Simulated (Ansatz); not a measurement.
System: SrO (rock salt type), 2 atoms in the cell.

Computed with r²SCAN, plane waves, PAW datasets (earlier set, tuned by hand) in Ansatz.

Cutoff 1050 eV; k-mesh 6×6×6 Γ-centred; Fermi–Dirac smearing of 0.02 eV; no spin polarisation.

```
CELL_PARAMETERS angstrom
0.00000 2.60000 2.60000
2.60000 0.00000 2.60000
2.60000 2.60000 0.00000
ATOMIC_POSITIONS crystal
Sr 0.00000 0.00000 0.00000
O 0.50000 0.50000 0.50000
```

(1) What pressure does the calculation give?

## Answers

(1) The pressure is -2.08 GPa, so at these settings the cell is stretched and would shrink.

The stress includes the program's correction for the finite plane-wave basis.
